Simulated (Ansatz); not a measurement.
**K (dhcp): energy against volume**

All numbers below come from DFT, RPBE, plane waves (420 eV) with PAW, scalar-relativistic in Ansatz 0.2.0. The PAW files were generated under PBE, with cores re-solved for the functional.

The cell is scaled uniformly from the relaxed one, with fractional coordinates and shape fixed. Energies are extrapolated to zero smearing, pressures are those at the given smearing. Magnetic state: spin not included.

A Birch-Murnaghan fit gives V₀ = 80.65 Å³/atom, B₀ = 3.1 GPa, B₀′ = 3.7.

**Question.** What are the energy above the minimum and the pressure at 74.297 Å³/atom?

**Answer.** 5.5 meV/atom and 0.31 GPa as computed.

**Question.** What are the energy above the minimum and the pressure at 83.988 Å³/atom?

**Answer.** 1.3 meV/atom and -0.10 GPa as computed.

**Question.** What are the energy above the minimum and the pressure at 87.218 Å³/atom?

**Answer.** 4.6 meV/atom and -0.20 GPa as computed.
